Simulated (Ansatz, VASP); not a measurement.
RbBr: VASP beside Ansatz

The input INCAR:

```
SYSTEM = RbBr
PREC = Accurate ; ENCUT = 520
EDIFF = 1E-6 ; ISMEAR = 0
SIGMA = 0.05 ; LREAL = .False.
LASPH = .True. ; NELM = 60
ALGO = Normal ; ISIF = 2
LWAVE = .False. ; LCHARG = .False.
GGA = PE ; NBANDS = 15
```

File KPOINTS:

```
Automatic mesh
0
Gamma
  6 6 6
  0 0 0
```

Contents of POSCAR:

```
RbBr
1.0
    3.9970520000      0.0000000000      0.0000000000
    0.0000000000      3.9970520000      0.0000000000
    0.0000000000      0.0000000000      4.3967572000
Rb Br
1 1
Direct
    0.0000000000      0.0000000000      0.0000000000
    0.5000000000      0.5000000000      0.5000000000
```

Input for Ansatz:

```yaml
crystal:
  lattice:
    - [3.997052, 0.0, 0.0]
    - [0.0, 3.997052, 0.0]
    - [0.0, 0.0, 4.3967572]
  atoms:
    - { symbol: Rb, position: [0.0, 0.0, 0.0] }
    - { symbol: Br, position: [0.5, 0.5, 0.5] }
basis:
  ecutwfc: 420
kpoints:
  mp_grid: { grid: [6, 6, 6] }
hamiltonian:
  xc: pbe
scf:
  occupations: { method: gaussian, width: 0.05 }
output:
  forces: true
  stress: true
  eigenvalues: true
```

Alike in both runs: task single point; functional PBE; k mesh 6 × 6 × 6; occupations gaussian, width 0.05 eV; no spin polarisation.

|  | VASP | Ansatz |
| --- | --- | --- |
| version | VASP 6.6.1 | Ansatz 0.2.0 |
| potentials or method | VASP PAW PBE potentials, release 64 (Rb_sv, Br) | scalar-relativistic, plane waves, PAW |
| plane-wave cutoff (eV) | 520 | 420 |
| valence electrons in the cell | 16 | 16 |

|  | VASP | Ansatz | Ansatz less VASP |
| --- | --- | --- | --- |
| gap on the k mesh at the Fermi level (eV) | 3.81 | 3.81 | +0.002 |
| least direct gap on the mesh (eV) | 3.96 | 3.96 | +0.001 |
| pressure (GPa) | 0.8 | 0.8 | -0.03 |
| largest component of the traceless stress (GPa) | 1.90 | 1.90 | -0.001 |

A k mesh can miss the band edges. A hybrid or GW would open this gap; PBE tends to underestimate it.
